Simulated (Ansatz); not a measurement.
**Fe: energy against total moment, part 1 of 2**

Aim: map the free energy of Fe against its total moment. A free run comes first, then runs with N↑ − N↓ held fixed. System: Fe, its experimental structure (space group Fm-3m); the cell holds 1 atom. Source: COD entry 9012709.

The COD cell was measured well above room temperature, so it is larger than a cold one.

Method: DFT PBE, PAW, plane waves, scalar-relativistic, in Ansatz 0.2.0.

**1. Starting point**

The structure is cubic, space group Fm-3m (No. 225). Conventional cell: a = 3.652 Å, b = 3.652 Å, c = 3.652 Å, α = 90.00°, β = 90.00°, γ = 90.00°. Fe (site symmetry m-3m) is surrounded by 12 Fe at 2.58 Å.

As a file:

```xyz
1
Lattice="0.0000 1.8260 1.8260 1.8260 0.0000 1.8260 1.8260 1.8260 0.0000" Properties=species:S:1:pos:R:3 pbc="T T T"
Fe    0.0000    0.0000    0.0000
```

In tables a label like Fe1 counts atoms in the order of input.yaml; a structure file may count by element.

Each fixed run starts with its moment spread in parallel over the d and f atoms; the search for lower states is off.

Site moments are integrals over atomic spheres and don't add up to the total.

**2. Usual moment, free total moment**

Input file input.yaml:

```yaml
crystal:
  lattice:
    - [0.0, 1.826, 1.826]
    - [1.826, 0.0, 1.826]
    - [1.826, 1.826, 0.0]
  atoms:
    - { symbol: Fe, position: [0.0, 0.0, 0.0], spin: 4.0 }
magnetization:
  spin_polarized: true
hamiltonian:
  xc: pbe
  pseudopotentials: { kind: paw }
basis:
  ecutwfc: 420
kpoints:
  mp_grid: { grid: [12, 12, 12] }
scf:
  occupations: { method: fermi_dirac, width: 0.1 }
  lower_state_search: "off"
output:
  forces: true
  stress: true
```

Output (excerpt; [...] marks lines left out):

```text
[...]
Pseudopotentials: kind: paw
Pseudopotential: Fe, paw, valence charge 16, recommended cutoff 420 eV (normal), Fe.paw.azcp
Functional definition: PBE
[...]
Crystal: 1 atoms, lattice volume = 12.177 Å³
Basis set: ecut = 420 eV, 259 PW (Γ), exchange–correlation on 36×36×36 points (8 copies of the dense FFT grid, shifted against one another)
Bands: 14, of which v1, the nominal top of the filled ones, is band 8 counted from 1 (7 counted from 0)
Symmetry: 48 space group operations
Space group: Fm-3m (ITA 225), of the structure as read, at distance tolerance 2.3e-5 Å
Magnetic group: BNS 225.116 (UNI 1618), of the structure as read, at distance tolerance 2.3e-5 Å
k-points: 72 of 1728
[...]
Starting moments: Σ|m| = 4 μB on 1 of 1 site
[...]
SCF iter   1: F=—  HF=-4480.102486 eV  |F-HF|=—  |Δ(HF+E_count)|=         —  Δρ=1.06e-1 (↑1.06e-1 ↓6.81e-2)  dr2=1.97e-1  dr2_m=8.09e-1  M=2.846 μB ∫|m|=2.898 μB  β_m=0.30  ethr=1.23e-3  ⟨swp⟩=1.0  Hψ=12628  notcnv=0
[...]
spin-set hold released at iteration 1 (the charge has settled, or the pull on large starting moments outlasts its swing): the magnetisation degrees of freedom join the quasi-Newton model from the next iteration; the mixer history was flushed
[...]
SCF iter   8: F=-4480.340132 eV  HF=-4480.340132 eV  |F-HF|=1.64e-11  |Δ(HF+E_count)|=   1.37e-7  Δρ=2.86e-6 (↑2.20e-6 ↓2.86e-6)  dr2=9.48e-10  dr2_m=3.11e-10  M=2.567 μB ∫|m|=2.678 μB  ethr=2.71e-10  ⟨swp⟩=2.2  Hψ=6215  notcnv=0
[...]
SCF converged after 8 iterations
Magnetization: 2.5665 μB (9.2833 up, 6.7167 down)
Absolute magnetization: 2.6782 μB (∫|ρ↑−ρ↓|, with the PAW one-centre terms)
Spin contamination: 0.0451 ħ² per cell (⟨S²⟩ above its minimum at these occupations)
Per-site moments (μB) at R_I (Å): [(2.611755852947386, 1.0652210105184747)]
Free energy (F): -4480.340132 eV
[...]
E sigma→0 (E₀):  -4480.318956 eV
Entropy (-TS):   -0.042351 eV (-42.351 meV/atom)
Fermi energy:    17.240018 eV
[...]
--- Forces (eV/Å), atoms counted from 1 ---
  atom   1  Fe    -0.00000000     0.00000000    -0.00000000
[...]
--- Stress (GPa, compression-positive) ---
       -2.418992      -0.000000      -0.000000
       -0.000000      -2.418992      -0.000000
        0.000000       0.000000      -2.418992
  P = ⅓ Tr σ = -2.4190 GPa (-24.190 kbar)
```

Run time: 1 s. Hardware: 2 threads of an x86-64 CPU, shared host; peak memory 0.38 GiB.

Moments: Fe1 2.61 μB; total 2.57 μB per cell.

**3. Total moment fixed at 0.0 μB**

input.yaml, as its differences from that of step 2:

```diff
@@ -6,5 +6,7 @@
   atoms:
-    - { symbol: Fe, position: [0.0, 0.0, 0.0], spin: 4.0 }
+    - { symbol: Fe, position: [0.0, 0.0, 0.0] }
 magnetization:
   spin_polarized: true
+  initial_magnetization: 0.0
+  spin_locking: { lock_magnetization: hard }
 hamiltonian:
@@ -19,2 +21,3 @@
   lower_state_search: "off"
+  max_iter: 150
 output:
```

Output (excerpt; [...] marks lines left out):

```text
Warning: output.stress: scf.convergence.dr2_threshold = 1e-7 eV (the SCF's general default) is looser than the 1e-10 eV advised for a printed stress (1e-10 eV for each atom of the cell: 1). What an SCF threshold leaves in a stress goes as its square root, and in the free energy as the [...]
[... 10 lines as in an earlier run ...]
Bands: 12, of which v1, the nominal top of the filled ones, is band 8 counted from 1 (7 counted from 0)
[... 9 lines as in an earlier run ...]
SCF iter   1: F=—  HF=-4480.289294 eV  |F-HF|=—  |Δ(HF+E_count)|=         —  Δρ=4.69e-2 (↑4.69e-2 ↓4.69e-2)  dr2=6.59e-1  dr2_m=0.00e0  M=0.000 μB ∫|m|=0.000 μB  β_m=0.30  ethr=3.10e-3  ⟨swp⟩=4.6  Hψ=4258  notcnv=0
[...]
SCF iter   7: F=-4480.132504 eV  HF=-4480.132504 eV  |F-HF|=9.91e-11  |Δ(HF+E_count)|=   5.95e-8  Δρ=5.35e-7 (↑5.35e-7 ↓5.35e-7)  dr2=3.81e-11  dr2_m=0.00e0  M=0.000 μB ∫|m|=0.000 μB  ethr=2.82e-10  ⟨swp⟩=2.0  Hψ=2898  notcnv=0
[...]
SCF converged after 7 iterations
Stability checked in part: among states of this total moment the steps that led to this state did not find it unstable. No probe was made; neither looks for a lower state of another moment (fixed_total_moment; see scf.lower_state_search)
Magnetization: 0.0000 μB (8.0000 up, 8.0000 down)
Absolute magnetization: 0.0000 μB (∫|ρ↑−ρ↓|)
Spin contamination: 0.0000 ħ² per cell (⟨S²⟩ above its minimum at these occupations)
Per-site moments (μB) at R_I (Å): [(0.0, 1.0652210105184747)]
Free energy (F): -4480.132504 eV
[...]
E sigma→0 (E₀):  -4480.098010 eV
Entropy (-TS):   -0.068987 eV (-68.987 meV/atom)
Fermi energy:    16.928841 (↑ 16.928841, ↓ 16.928841) eV
[...]
--- Forces (eV/Å), atoms counted from 1 ---
  atom   1  Fe    -0.00000000     0.00000000    -0.00000000
[...]
--- Stress (GPa, compression-positive) ---
      -32.462446       0.000000      -0.000000
        0.000000     -32.462446      -0.000000
       -0.000000       0.000000     -32.462446
  P = ⅓ Tr σ = -32.4624 GPa (-324.624 kbar)
```

Run time: 0.59 s. Hardware: 2 threads of an x86-64 CPU, shared host; peak memory 0.37 GiB.

Site moments Fe1 0.00 μB, total 0.00 μB; the free energy is 208 meV per cell above that of step 2.

**4. Total moment fixed at 1.13 μB**

input.yaml, as its differences from that of step 3:

```diff
@@ -6,6 +6,6 @@
   atoms:
-    - { symbol: Fe, position: [0.0, 0.0, 0.0] }
+    - { symbol: Fe, position: [0.0, 0.0, 0.0], spin: 1.13 }
 magnetization:
   spin_polarized: true
-  initial_magnetization: 0.0
+  initial_magnetization: 1.13
   spin_locking: { lock_magnetization: hard }
```

Output (excerpt; [...] marks lines left out):

```text
[... 11 lines as in an earlier run ...]
Bands: 13, of which v1, the nominal top of the filled ones, is band 8 counted from 1 (7 counted from 0)
[... 8 lines as in an earlier run ...]
Starting moments: Σ|m| = 1.13 μB on 1 of 1 site
[... 2 lines as in an earlier run ...]
SCF iter   1: F=—  HF=-4480.269720 eV  |F-HF|=—  |Δ(HF+E_count)|=         —  Δρ=5.67e-2 (↑3.22e-2 ↓5.67e-2)  dr2=5.43e-1  dr2_m=3.56e-2  M=1.130 μB ∫|m|=1.138 μB  β_m=0.30  ethr=3.10e-3  ⟨swp⟩=4.5  Hψ=9016  notcnv=0
[...]
SCF iter   8: F=-4480.227488 eV  HF=-4480.227488 eV  |F-HF|=1.43e-8  |Δ(HF+E_count)|=   3.41e-7  Δρ=8.72e-6 (↑7.08e-6 ↓8.72e-6)  dr2=1.77e-8  dr2_m=7.18e-10  M=1.130 μB ∫|m|=1.201 μB  ethr=6.25e-10  ⟨swp⟩=4.1  Hψ=6038  notcnv=0
[...]
SCF converged after 8 iterations
[... 1 line as in an earlier run ...]
Magnetization: 1.1300 μB (8.5650 up, 7.4350 down)
Absolute magnetization: 1.2013 μB (∫|ρ↑−ρ↓|, with the PAW one-centre terms)
Spin contamination: 0.0332 ħ² per cell (⟨S²⟩ above its minimum at these occupations)
Per-site moments (μB) at R_I (Å): [(1.1606662012483708, 1.0652210105184747)]
Free energy (F): -4480.227488 eV
[...]
E sigma→0 (E₀):  -4480.197073 eV
Entropy (-TS):   -0.060829 eV (-60.829 meV/atom)
Fermi energy:    17.017310 (↑ 16.919231, ↓ 17.115389) eV
[... 15 lines left out: energy terms ...]
--- Forces (eV/Å), atoms counted from 1 ---
  atom   1  Fe    -0.00000000     0.00000000     0.00000000
[...]
--- Stress (GPa, compression-positive) ---
      -25.526572      -0.000000      -0.000000
        0.000000     -25.526572       0.000000
       -0.000000      -0.000000     -25.526572
  P = ⅓ Tr σ = -25.5266 GPa (-255.266 kbar)
```

It took 0.93 s on 2 threads of an x86-64 CPU, shared host; peak memory 0.37 GiB.

Site moments Fe1 1.16 μB, total 1.13 μB; the free energy is 113 meV per cell above that of step 2.

**5. Total moment fixed at 2.26 μB**

input.yaml, as its differences from that of step 4:

```diff
@@ -6,6 +6,6 @@
   atoms:
-    - { symbol: Fe, position: [0.0, 0.0, 0.0], spin: 1.13 }
+    - { symbol: Fe, position: [0.0, 0.0, 0.0], spin: 2.26 }
 magnetization:
   spin_polarized: true
-  initial_magnetization: 1.13
+  initial_magnetization: 2.26
   spin_locking: { lock_magnetization: hard }
```

Output (excerpt; [...] marks lines left out):

```text
[... 20 lines as in an earlier run ...]
Starting moments: Σ|m| = 2.26 μB on 1 of 1 site
[... 2 lines as in an earlier run ...]
[...]
SCF iter   1: F=—  HF=-4480.222448 eV  |F-HF|=—  |Δ(HF+E_count)|=         —  Δρ=5.58e-2 (↑1.33e-2 ↓5.58e-2)  dr2=2.56e-1  dr2_m=8.60e-2  M=2.260 μB ∫|m|=2.270 μB  β_m=0.30  ethr=1.60e-3  ⟨swp⟩=1.0  Hψ=12645  notcnv=0
[...]
SCF iter   8: F=-4480.321653 eV  HF=-4480.321653 eV  |F-HF|=9.82e-11  |Δ(HF+E_count)|=   1.82e-8  Δρ=2.13e-6 (↑1.63e-6 ↓2.13e-6)  dr2=5.47e-10  dr2_m=2.13e-10  M=2.260 μB ∫|m|=2.379 μB  ethr=1.51e-10  ⟨swp⟩=1.7  Hψ=6177  notcnv=0
[...]
SCF converged after 8 iterations
[... 1 line as in an earlier run ...]
an eigenvalue changed by more than its tolerance at an iteration that met the thresholds in force, so the SCF went on 1 time: the last check found none over its tolerance
Magnetization: 2.2600 μB (9.1300 up, 6.8700 down)
Absolute magnetization: 2.3787 μB (∫|ρ↑−ρ↓|, with the PAW one-centre terms)
Spin contamination: 0.0409 ħ² per cell (⟨S²⟩ above its minimum at these occupations)
Per-site moments (μB) at R_I (Å): [(2.3114456577190094, 1.0652210105184747)]
Free energy (F): -4480.321653 eV
[...]
E sigma→0 (E₀):  -4480.291169 eV
Entropy (-TS):   -0.060968 eV (-60.968 meV/atom)
Fermi energy:    17.105262 (↑ 17.014897, ↓ 17.195627) eV
[... 15 lines left out: energy terms ...]
--- Forces (eV/Å), atoms counted from 1 ---
  atom   1  Fe    -0.00000000     0.00000000    -0.00000000
[...]
--- Stress (GPa, compression-positive) ---
       -8.776750      -0.000000      -0.000000
       -0.000000      -8.776750       0.000000
        0.000000       0.000000      -8.776750
  P = ⅓ Tr σ = -8.7767 GPa (-87.767 kbar)
```

Wall time 1.1 s (2 threads of an x86-64 CPU, shared host); peak memory 0.38 GiB.

Site moments Fe1 2.31 μB, total 2.26 μB; the free energy is 18 meV per cell above that of step 2.

**6. Total moment fixed at 3.39 μB**

input.yaml, as its differences from that of step 5:

```diff
@@ -6,6 +6,6 @@
   atoms:
-    - { symbol: Fe, position: [0.0, 0.0, 0.0], spin: 2.26 }
+    - { symbol: Fe, position: [0.0, 0.0, 0.0], spin: 3.39 }
 magnetization:
   spin_polarized: true
-  initial_magnetization: 2.26
+  initial_magnetization: 3.39
   spin_locking: { lock_magnetization: hard }
```

Output (excerpt; [...] marks lines left out):

```text
[... 20 lines as in an earlier run ...]
Starting moments: Σ|m| = 3.39 μB on 1 of 1 site
[... 2 lines as in an earlier run ...]
[...]
SCF iter   1: F=—  HF=-4479.685688 eV  |F-HF|=—  |Δ(HF+E_count)|=         —  Δρ=4.32e-2 (↑1.74e-2 ↓4.32e-2)  dr2=2.19e-1  dr2_m=4.52e-2  M=3.390 μB ∫|m|=3.390 μB  β_m=0.30  ethr=1.37e-3  ⟨swp⟩=1.0  Hψ=12636  notcnv=0
[...]
SCF iter   8: F=-4479.829321 eV  HF=-4479.829321 eV  |F-HF|=6.51e-10  |Δ(HF+E_count)|=   1.54e-9  Δρ=1.64e-6 (↑1.48e-6 ↓1.64e-6)  dr2=7.32e-10  dr2_m=2.86e-11  M=3.390 μB ∫|m|=3.393 μB  ethr=1.84e-10  ⟨swp⟩=1.7  Hψ=6069  notcnv=0
[...]
SCF converged after 8 iterations
[... 1 line as in an earlier run ...]
an eigenvalue changed by more than its tolerance at an iteration that met the thresholds in force, so the SCF went on 1 time: the last check found none over its tolerance
Magnetization: 3.3900 μB (9.6950 up, 6.3050 down)
Absolute magnetization: 3.3934 μB (∫|ρ↑−ρ↓|, with the PAW one-centre terms)
Spin contamination: 0.0219 ħ² per cell (⟨S²⟩ above its minimum at these occupations)
Per-site moments (μB) at R_I (Å): [(3.282284360885791, 1.0652210105184747)]
Free energy (F): -4479.829321 eV
[...]
E sigma→0 (E₀):  -4479.811960 eV
Entropy (-TS):   -0.034722 eV (-34.722 meV/atom)
Fermi energy:    18.341011 (↑ 19.672606, ↓ 17.009416) eV
[...]
--- Forces (eV/Å), atoms counted from 1 ---
  atom   1  Fe    -0.00000000     0.00000000     0.00000000
[...]
--- Stress (GPa, compression-positive) ---
       20.823752      -0.000000      -0.000000
        0.000000      20.823752       0.000000
        0.000000       0.000000      20.823752
  P = ⅓ Tr σ = 20.8238 GPa (208.238 kbar)
```

It took 1.1 s on 2 threads of an x86-64 CPU, shared host; peak memory 0.38 GiB.

Site moments Fe1 3.28 μB, total 3.39 μB; the free energy is 511 meV per cell above that of step 2.

**7. Total moment fixed at 4.53 μB**

input.yaml, as its differences from that of step 6:

```diff
@@ -6,6 +6,6 @@
   atoms:
-    - { symbol: Fe, position: [0.0, 0.0, 0.0], spin: 3.39 }
+    - { symbol: Fe, position: [0.0, 0.0, 0.0], spin: 4.53 }
 magnetization:
   spin_polarized: true
-  initial_magnetization: 3.39
+  initial_magnetization: 4.53
   spin_locking: { lock_magnetization: hard }
```

Output (excerpt; [...] marks lines left out):

```text
[... 11 lines as in an earlier run ...]
Bands: 15, of which v1, the nominal top of the filled ones, is band 8 counted from 1 (7 counted from 0)
[... 8 lines as in an earlier run ...]
Starting moments: Σ|m| = 4.53 μB on 1 of 1 site
[... 2 lines as in an earlier run ...]
SCF iter   1: F=—  HF=-4476.710976 eV  |F-HF|=—  |Δ(HF+E_count)|=         —  Δρ=6.94e-2 (↑6.94e-2 ↓2.44e-2)  dr2=5.20e-1  dr2_m=1.51e-1  M=4.530 μB ∫|m|=4.530 μB  β_m=0.30  ethr=3.10e-3  ⟨swp⟩=4.7  Hψ=9867  notcnv=0
[...]
SCF iter   7: F=-4476.834661 eV  HF=-4476.834661 eV  |F-HF|=6.91e-9  |Δ(HF+E_count)|=   2.83e-7  Δρ=5.16e-6 (↑3.77e-6 ↓5.16e-6)  dr2=2.66e-10  dr2_m=1.99e-9  M=4.530 μB ∫|m|=4.530 μB  ethr=6.25e-10  ⟨swp⟩=4.1  Hψ=5857  notcnv=0
[...]
SCF converged after 7 iterations
[... 1 line as in an earlier run ...]
Magnetization: 4.5300 μB (10.2650 up, 5.7350 down)
Absolute magnetization: 4.5300 μB (∫|ρ↑−ρ↓|, with the PAW one-centre terms)
Spin contamination: 0.0062 ħ² per cell (⟨S²⟩ above its minimum at these occupations)
Per-site moments (μB) at R_I (Å): [(4.098100206830095, 1.0652210105184747)]
Free energy (F): -4476.834661 eV
[...]
E sigma→0 (E₀):  -4476.818152 eV
Entropy (-TS):   -0.033017 eV (-33.017 meV/atom)
Fermi energy:    20.359803 (↑ 24.107037, ↓ 16.612569) eV
[... 15 lines left out: energy terms ...]
--- Forces (eV/Å), atoms counted from 1 ---
  atom   1  Fe    -0.00000000     0.00000000    -0.00000000
[...]
--- Stress (GPa, compression-positive) ---
       78.210550      -0.000000       0.000000
       -0.000000      78.210550      -0.000000
        0.000000       0.000000      78.210550
  P = ⅓ Tr σ = 78.2106 GPa (782.106 kbar)
```

It took 0.9 s on 2 threads of an x86-64 CPU, shared host; peak memory 0.38 GiB.

Moments: Fe1 4.10 μB; total 4.53 μB per cell; the free energy is 3505 meV per cell above that of step 2.

(Continued in part 2 of 2.)
